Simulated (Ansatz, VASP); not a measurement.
**C62N in two plane-wave programs**

Wanted: the spread between two codes on one cell, functional and k mesh. The cell is taken from a series of runs on this material, whose earlier steps may have relaxed, scaled, displaced or heated it; both programs get it as it stands.

Method: plane waves, with VASP 6.6.1 beside it; single point at PBE0, in Ansatz 0.2.0.

## Step 1: The starting structure

The cell holds 63 atoms: 62 C and 1 N. Its edges and angles: a = 7.143 Å, b = 7.143 Å, c = 7.143 Å, α = 90.0°, β = 90.0°, γ = 90.0°. It derives from C (C (Fd-3m)). Nearest the centre at fractional (0.438, 0.438, 0.562): N63 at 0.94 Å, C26 at 1.93 Å, C12 at 1.94 Å, C41 at 1.94 Å, C22 at 2.06 Å, C59 at 2.06 Å, C37 at 2.07 Å, C28 at 2.61 Å. The cell carries charge −1.

## Step 2: Ansatz: single point, PBE0

Ansatz runs on its default PAW (the set named soft_2) files.

With cell and atoms fixed, the geometry can't cause a difference; cores, projectors, grids and the points listed under the comparison can.

input.yaml

```yaml
crystal:
  lattice:
    - [7.14312472, 0.0, 0.0]
    - [0.0, 7.14312472, 0.0]
    - [0.0, 0.0, 7.14312472]
  atoms:
    - { symbol: C, position: [0.00052279556, -0.00093502898, -0.00010151195] }
    - { symbol: C, position: [0.00169152589, 0.24955988646, 0.25078721752] }
    - { symbol: C, position: [0.25101753745, 0.00023407297, 0.25078726228] }
    - { symbol: C, position: [0.25052317554, 0.24906596453, 0.00121466913] }
    - { symbol: C, position: [0.12591743642, 0.12446014363, 0.12572745021] }
    - { symbol: C, position: [0.12783419413, 0.3755480471, 0.3772637108] }
    - { symbol: C, position: [0.37700562613, 0.12637650686, 0.37726401178] }
    - { symbol: C, position: [0.37630386389, 0.37484669262, 0.12591917402] }
    - { symbol: C, position: [0.00070913389, -0.00074915156, 0.49977122169] }
    - { symbol: C, position: [-0.0007931614, 0.2490658432, 0.74989785429] }
    - { symbol: C, position: [0.25052352594, -0.00225087549, 0.74989810506] }
    - { symbol: C, position: [0.25067065521, 0.24921306987, 0.50623229569] }
    - { symbol: C, position: [0.12395431911, 0.12249666185, 0.62515893305] }
    - { symbol: C, position: [0.12395261835, 0.37380539473, 0.87646818018] }
    - { symbol: C, position: [0.37526279669, 0.12249488144, 0.87646880135] }
    - { symbol: "N", position: [0.36190728332, 0.3604498938, 0.63851451475] }
    - { symbol: C, position: [0.00070853519, 0.49919317865, -0.00028565033] }
    - { symbol: C, position: [0.00061332933, 0.74909733433, 0.24986688744] }
    - { symbol: C, position: [0.252902615, 0.50075274787, 0.25146478923] }
    - { symbol: C, position: [0.25101766508, 0.74817724326, -0.00126983697] }
    - { symbol: C, position: [0.12514184498, 0.62366616823, 0.12393197098] }
    - { symbol: C, position: [0.12514132627, 0.87503268871, 0.37529792219] }
    - { symbol: C, position: [0.36793822605, 0.6349562056, 0.36400794938] }
    - { symbol: C, position: [0.37672443486, 0.87553779321, 0.1234267109] }
    - { symbol: C, position: [0.00068900839, 0.49927453303, 0.49968914187] }
    - { symbol: C, position: [0.00169065579, 0.74817616472, 0.74940312878] }
    - { symbol: C, position: [0.2506697638, 0.49273160886, 0.7497528486] }
    - { symbol: C, position: [0.25290241659, 0.74749894432, 0.49821168491] }
    - { symbol: C, position: [0.12783404725, 0.62169984667, 0.62341623663] }
    - { symbol: C, position: [0.12591686021, 0.87323648182, 0.87450326906] }
    - { symbol: C, position: [0.37700512283, 0.62169990446, 0.87258856616] }
    - { symbol: C, position: [0.37630342341, 0.87304497506, 0.62411678774] }
    - { symbol: C, position: [0.50065099447, -0.00074982378, -0.00028537939] }
    - { symbol: C, position: [0.50220979917, 0.25144463181, 0.25146452643] }
    - { symbol: C, position: [0.75055537992, -0.00084446056, 0.24986747591] }
    - { symbol: C, position: [0.74963482833, 0.2495606397, -0.00126969941] }
    - { symbol: C, position: [0.6251240125, 0.12368416744, 0.1239323746] }
    - { symbol: C, position: [0.63641547476, 0.36647860934, 0.36400632289] }
    - { symbol: C, position: [0.87649076365, 0.12368322844, 0.37529847906] }
    - { symbol: C, position: [0.87699556637, 0.37526724067, 0.12342667092] }
    - { symbol: C, position: [0.50073222044, -0.00076909281, 0.49968906984] }
    - { symbol: C, position: [0.49418856704, 0.24921182042, 0.74975313139] }
    - { symbol: C, position: [0.74963433268, 0.00023286627, 0.74940314581] }
    - { symbol: C, position: [0.74895666179, 0.25144478452, 0.49821208231] }
    - { symbol: C, position: [0.62315738467, 0.12637601412, 0.62341635198] }
    - { symbol: C, position: [0.62315715261, 0.37554784206, 0.87258846918] }
    - { symbol: C, position: [0.87469430544, 0.1244595401, 0.87450361449] }
    - { symbol: C, position: [0.87450282133, 0.3748461842, 0.62411671135] }
    - { symbol: C, position: [0.50073242735, 0.49927508176, -0.00026606414] }
    - { symbol: C, position: [0.49948307644, 0.74920307647, 0.24976087289] }
    - { symbol: C, position: [0.75066089435, 0.49802629711, 0.24976112803] }
    - { symbol: C, position: [0.7505540205, 0.74909604176, -0.00019250549] }
    - { symbol: C, position: [0.62551504554, 0.62405773345, 0.12512299] }
    - { symbol: C, position: [0.62551443734, 0.87384110909, 0.37490602595] }
    - { symbol: C, position: [0.87529913555, 0.62405708717, 0.37490640338] }
    - { symbol: C, position: [0.8755632332, 0.8741055101, 0.12485742352] }
    - { symbol: C, position: [0.50220804057, 0.74749914811, 0.74751946126] }
    - { symbol: C, position: [0.74895687366, 0.50075057752, 0.74751955753] }
    - { symbol: C, position: [0.7506604307, 0.74920260979, 0.5009359148] }
    - { symbol: C, position: [0.63641937697, 0.63496172908, 0.63249120224] }
    - { symbol: C, position: [0.6251228965, 0.87503186877, 0.87528030126] }
    - { symbol: C, position: [0.87649011492, 0.62366507513, 0.87528063429] }
    - { symbol: C, position: [0.87699508046, 0.87553721926, 0.62369630228] }
  host:
    repeats: [2, 2, 2]
    atoms:
      - { symbol: C, position: [0.0, 0.0, 0.0] }
      - { symbol: C, position: [0.0, 0.5, 0.5] }
      # ... 6 more atoms of the perfect host
total_charge: -1
basis:
  ecutwfc: 420
  xc_grid: 2
hamiltonian:
  xc: pbe0
kpoints:
  mp_grid: { grid: [1, 1, 1] }
magnetization:
  spin_polarized: true
  initial_magnetization: 2
  spin_locking: { lock_magnetization: hard }
scf:
  occupations: { method: fermi_dirac, width: 0.01 }
  max_iter: 100
  n_extra_bands: 16
  lower_state_search: "off"
output:
  forces: true
  eigenvalues: true
checkpoint:
  read: "../exc.ground.qm1_M2.run"
  write: "../exc0_qm1_M2.ground.l0.run"
  compress: false
  write_wavefunctions: false
  write_every: 100000
```

Run with:

```
ansatz run input.yaml --threads 4 --pin off --max-ram 11304MiB --backend cpu --events-out ev --progress --plain --runs-dir out
```

Log:

```text
Warning: the atoms were moved onto the symmetric positions of the space group found under crystal.symmetry.tolerance 1.0e-5 (fractional; no operation is sought that the atoms, as they stand in a round, miss by more than twice it, and no atom is moved by as much as it), and the run uses the moved positions. Before a round's move an operation carried an atom to 7.78e-5 Å from where it should land, the largest such dist [...]
[...]
Free energy (F): -15916.318940 eV
Frozen-core exchange: fock
Harris-Foulkes:  -15916.318940 eV  (|F-HF|=4.73e-11)
Internal energy: -15916.318940 eV  (E = F + TS)
E sigma→0 (E₀):  -15916.318940 eV
Fermi energy:    15.224386 (↑ 15.883124, ↓ 15.116931) eV
--- Per-component energies (eV) ---
  E_band       = 548.167647
  E_kinetic    = 5873.204179
  E_local      = -4175.925551  (includes V_loc(G=0)·N_el)
  E_nonlocal   = 1666.005368
  E_hartree    = 962.873401
  E_xc         = -2396.111052
  E_vxc        = -2972.538196  (∫ρ·V_xc dr)
  E_exx        = -688.161520  (= α·E_x^exact, valence–valence)
  E_paw        = -6287.464792  (= ΣΔE_a)
  E_vpaw       = -392.002691  (= ΣTr[D̂ρ^β])
  E_aug_tail   = 0.000660  (compensation charges beyond the density's cutoff)
  E_ewald      = -10869.652100
  E_core_change = -1.087532  (= ΣΔE_core)
  E_smearing   = -0.000000  (= −TS)
  E_closure    = -0.000000  (closes the sum)
  E_deformation_potential = -21.108035  (in the stress; not in F)
  Σ components = -15916.318940   (vs F -15916.318940, Δ=0.00e0)
--- Forces (eV/Å), atoms counted from 1 ---
  atom   1  C      0.00028152     0.00028152    -0.00028152
  atom   2  C      0.00009886    -0.00010977    -0.00012859
  atom   3  C     -0.00010977     0.00009886    -0.00012859
  atom   4  C      0.00039789     0.00039789    -0.00011401
  atom   5  C     -0.00038800    -0.00038800    -0.00052792
  atom   6  C      0.00026388    -0.00045559    -0.00013424
  atom   7  C     -0.00045559     0.00026388    -0.00013424
  atom   8  C      0.00005543     0.00005543     0.00045716
  atom   9  C      0.00011155     0.00011155    -0.00016046
  atom  10  C      0.00011401     0.00039789    -0.00039789
  atom  11  C      0.00039789     0.00011401    -0.00039789
  atom  12  C     -0.00050038    -0.00050038    -0.00185500
  atom  13  C      0.00034067     0.00034067    -0.00006097
  atom  14  C      0.00034067     0.00006097    -0.00034067
  atom  15  C      0.00006097     0.00034067    -0.00034067
  atom  16  N     -0.00137452    -0.00137452     0.00137452
  atom  17  C      0.00011155     0.00016046    -0.00011155
  atom  18  C     -0.00020626     0.00024473    -0.00024473
  atom  19  C     -0.00011756    -0.00008399    -0.00022103
  atom  20  C     -0.00010977     0.00012859    -0.00009886
  atom  21  C     -0.00035437    -0.00026885    -0.00073853
  atom  22  C     -0.00035437     0.00073853     0.00026885
  atom  23  C      0.00028384    -0.00027537     0.00027537
  atom  24  C     -0.00025062    -0.00068984     0.00068984
[...]
atom  56  C     -0.00025070    -0.00025070     0.00025070
  atom  57  C     -0.00008399     0.00022103     0.00011756
  atom  58  C      0.00022103    -0.00008399     0.00011756
  atom  59  C      0.00002027     0.00002027     0.00009232
  atom  60  C     -0.00027537    -0.00027537    -0.00028384
  atom  61  C     -0.00026885     0.00073853     0.00035437
  atom  62  C      0.00073853    -0.00026885     0.00035437
  atom  63  C     -0.00068984    -0.00068984     0.00025062
  max |Σ_I F_I| component: 1.28e-6 eV/Å
--- Band table (eV) ---
  k-point 0 ↑: bands = ["-11.7221", "-10.0432", "-9.2354", "-9.2354", "-9.1232", "-9.1232", "-8.8208", "-7.8058", "-6.9213", "-6.9213", "-6.8857", "-6.8857", "-6.8304", "-6.8304", "-6.7710", "-6.6956", "-6.6433", "-6.6433", "-6.1128", "-5.6934", "-5.3998", "-5.3998", "-4.7860", "-2.7168", "-2.7168", "-2.6951", "-2.6424", "-2.5461", "-2.2296", "-2.2296", "-2.1219", "-2.1219", "-2.0460", "-1.8006", "-1.5670", "-1.5670" [...]
  k-point 0 ↓: bands = ["-11.6939", "-10.0271", "-9.2135", "-9.2135", "-9.0688", "-9.0688", "-8.7721", "-7.7871", "-6.8983", "-6.8983", "-6.8685", "-6.8685", "-6.7567", "-6.7567", "-6.7401", "-6.6826", "-6.5828", "-6.5828", "-6.0575", "-5.6728", "-5.3256", "-5.3256", "-4.5967", "-2.6970", "-2.6970", "-2.6700", "-2.6176", "-2.4577", "-2.2122", "-2.2122", "-2.0738", "-2.0738", "-2.0140", "-1.7580", "-1.5526", "-1.5526" [...]
```

## Step 3: VASP: single point, PBE0

The same cell, functional, mesh and smearing now go to VASP, with its own data sets.

Lines of VASP's logs that name or quote its potential files are left out, and so is its time.

The run reads the wave functions of an earlier VASP run, which isn't shown here.

INCAR

```
SYSTEM = C62N
PREC = Accurate
ENCUT = 520
EDIFF = 1E-06
NELM = 100
ISMEAR = -1
SIGMA = 0.01
LREAL = Auto
ALGO = Normal
LHFCALC = .TRUE.
AEXX = 0.25
GGA = PE
LASPH = .TRUE.
NELECT = 254
NBANDS = 171
ISPIN = 2
MAGMOM = 0 -0 -0 -0 0 0.01 0.01 0.01 0.01 -0 -0 -0 0 0 0 0.01 -0 -0.01 -0 0.02 0.02 0.27 0.02 -0 -0 -0 -0.01 0.01 0 0.01 0.01 0.01 -0.01 -0 -0 0.02 0.27 0.02 0.02 -0 -0 -0 -0.01 0.01 0.01 0 0.01 -0 -0.01 -0.01 -0 0.01 0.01 0.01 0 -0.01 -0.01 -0.01 0.27 0.02 0.02 0.02 0
PRECFOCK = Fast
LORBIT = 11
LWAVE = .FALSE.
LCHARG = .FALSE.
ISIF = 2
NUPDOWN = 2
```

POSCAR

```
C62N
1.0
    7.1431247189      0.0000000000      0.0000000000
    0.0000000000      7.1431247189      0.0000000000
    0.0000000000      0.0000000000      7.1431247189
C N
62 1
Direct
    0.0005227956      0.9990649710      0.9998984881
    0.0016915259      0.2495598865      0.2507872175
    0.2510175374      0.0002340730      0.2507872623
    0.2505231755      0.2490659645      0.0012146691
    0.1259174364      0.1244601436      0.1257274502
    0.1278341941      0.3755480471      0.3772637108
    0.3770056261      0.1263765069      0.3772640118
    0.3763038639      0.3748466926      0.1259191740
    0.0007091339      0.9992508484      0.4997712217
    0.9992068386      0.2490658432      0.7498978543
    0.2505235259      0.9977491245      0.7498981051
    0.2506706552      0.2492130699      0.5062322957
    0.1239543191      0.1224966618      0.6251589331
    0.1239526184      0.3738053947      0.8764681802
    0.3752627967      0.1224948814      0.8764688013
    0.0007085352      0.4991931787      0.9997143497
    0.0006133293      0.7490973343      0.2498668874
    0.2529026150      0.5007527479      0.2514647892
    0.2510176651      0.7481772433      0.9987301630
    0.1251418450      0.6236661682      0.1239319710
    0.1251413263      0.8750326887      0.3752979222
    0.3679382261      0.6349562056      0.3640079494
    0.3767244349      0.8755377932      0.1234267109
    0.0006890084      0.4992745330      0.4996891419
    0.0016906558      0.7481761647      0.7494031288
    0.2506697638      0.4927316089      0.7497528486
    0.2529024166      0.7474989443      0.4982116849
    0.1278340472      0.6216998467      0.6234162366
    0.1259168602      0.8732364818      0.8745032691
    0.3770051228      0.6216999045      0.8725885662
    0.3763034234      0.8730449751      0.6241167877
    0.5006509945      0.9992501762      0.9997146206
    0.5022097992      0.2514446318      0.2514645264
    0.7505553799      0.9991555394      0.2498674759
    0.7496348283      0.2495606397      0.9987303006
    0.6251240125      0.1236841674      0.1239323746
    0.6364154748      0.3664786093      0.3640063229
    0.8764907637      0.1236832284      0.3752984791
    0.8769955664      0.3752672407      0.1234266709
    0.5007322204      0.9992309072      0.4996890698
    0.4941885670      0.2492118204      0.7497531314
    0.7496343327      0.0002328663      0.7494031458
    0.7489566618      0.2514447845      0.4982120823
    0.6231573847      0.1263760141      0.6234163520
    0.6231571526      0.3755478421      0.8725884692
    0.8746943054      0.1244595401      0.8745036145
    0.8745028213      0.3748461842      0.6241167113
    0.5007324274      0.4992750818      0.9997339359
    0.4994830764      0.7492030765      0.2497608729
    0.7506608943      0.4980262971      0.2497611280
    0.7505540205      0.7490960418      0.9998074945
    0.6255150455      0.6240577335      0.1251229900
    0.6255144373      0.8738411091      0.3749060259
    0.8752991356      0.6240570872      0.3749064034
    0.8755632332      0.8741055101      0.1248574235
    0.5022080406      0.7474991481      0.7475194613
    0.7489568737      0.5007505775      0.7475195575
    0.7506604307      0.7492026098      0.5009359148
    0.6364193770      0.6349617291      0.6324912022
    0.6251228965      0.8750318688      0.8752803013
    0.8764901149      0.6236650751      0.8752806343
    0.8769950805      0.8755372193      0.6236963023
    0.3619072833      0.3604498938      0.6385145148
```

KPOINTS

```
Automatic mesh
0
Gamma
1 1 1
0 0 0
```

PAW data sets: C and N (PBE family, release 64).

Run with:

```
export OMP_NUM_THREADS=3
mpirun -np 1 vasp_gam
```

Log:

```text
[banner, memory and clock lines left out]
running    1 mpi-ranks, on    1 nodes
[...]
Offloading initialized ...    1 GPUs detected
[...]
LDA part: xc-table for (Slater+PW92), standard interpolation
 found WAVECAR, reading the header
 POSCAR, INCAR and KPOINTS ok, starting setup
[...]
reading WAVECAR
 the WAVECAR file was read successfully
 initial charge from wavefunction
 entering main loop
       N       E                     dE             d eps       ncg     rms          rms(c)
DAV:   1    -0.677954479297E+03   -0.67795E+03   -0.83492E+00   730   0.773E+00    0.409E+00
DAV:   2    -0.677997900696E+03   -0.43421E-01   -0.18072E-01   792   0.999E-01    0.249E+00
DAV:   3    -0.677981133338E+03    0.16767E-01   -0.20101E-02   808   0.346E-01    0.136E+00
DAV:   4    -0.677976269945E+03    0.48634E-02   -0.62049E-03   808   0.196E-01    0.720E-01
[...]
DAV:   9    -0.677974429588E+03    0.90764E-05   -0.45965E-06   728   0.653E-03    0.345E-02
DAV:  10    -0.677974427334E+03    0.22538E-05   -0.15045E-06   464   0.385E-03    0.189E-02
DAV:  11    -0.677974427033E+03    0.30096E-06   -0.47049E-07   421   0.230E-03
   1 F= -.67797443E+03 E0= -.67797443E+03  d E =-.134816E-12  mag=     2.0000
```

From OUTCAR (step 3):

```text
  FREE ENERGIE OF THE ION-ELECTRON SYSTEM (eV)
  ---------------------------------------------------
  free  energy   TOTEN  =      -677.9744270328 eV

  energy  without entropy=     -677.9744270328  energy(sigma->0) =     -677.97442703

 magnetization (x)
# of ion       s       p       d       tot
------------------------------------------
    1       -0.000   0.001   0.000   0.001
    2       -0.000  -0.002   0.000  -0.002
    3       -0.000  -0.002   0.000  -0.002
    4       -0.000  -0.001   0.000  -0.002
    5        0.000   0.002   0.000   0.002
    6        0.001   0.006   0.000   0.007
    7        0.001   0.006   0.000   0.007
    8        0.000   0.010   0.000   0.011
    9       -0.000   0.010   0.000   0.010
   10       -0.000  -0.001   0.000  -0.002
   11       -0.000  -0.001   0.000  -0.002
   12       -0.000  -0.000   0.000  -0.000
   13        0.000   0.003   0.000   0.003
[...]
--------------------------------------------------
tot          0.140   1.159   0.000   1.298

[... 1 further part left out ...]
```

The run ends at a pressure of -0.94 GPa, with forces up to 0.028 eV/Å.

## Step 4: Comparison

Known differences besides the potentials themselves: exact exchange at q = 0 is treated differently, which shows on coarse meshes; VASP keeps PBE cores, Ansatz makes them for the functional; the cutoff is 420 eV in Ansatz and 520 eV in VASP (PREC = Accurate, projectors in real space); VASP takes a coarser grid for exact exchange (PRECFOCK = Fast); site moments are counted in spheres of each program's own size. Total energies have different zeros and are not compared.

Compared:

```csv
quantity,Ansatz,VASP,difference
"total moment, fixed by the input (μB)",2.00,2.00,0.00
moment on C22 (μB),0.27,0.35,-0.09
moment on C37 (μB),0.27,0.35,-0.09
moment on C59 (μB),0.27,0.35,-0.09
```

At this near-relaxed geometry the largest component of a force difference is 26 meV/Å. The cell carries a charge of -1 e against a uniform background, so its pressure also hangs on how the neutralising background is counted, and in a defect's cell a gap may be the spacing between its levels.

## Step 5: Results

| Quantity | Value |
| --- | --- |
| difference in moment on C22 (single point, PBE0) | -0.086 μB |

In words: The difference in moment on C22 is -0.086 μB (single point, PBE0). Such differences can come from data sets, numerical settings and the points named under the comparisons, not from the functional's error against experiment.

[Lines on the potential files, build, host, timing and source positions are cut from VASP's logs without a mark.]

[Logs are printed without paths, hosts, clocks, repeated set-up lines and the standing remarks that a program may print on its own settings, such as how far it seeks lower states.]

[Hosts, paths, dates, database ids (printed as entryN), source tags and the programs' standing remarks are cut or masked in the printed files.]
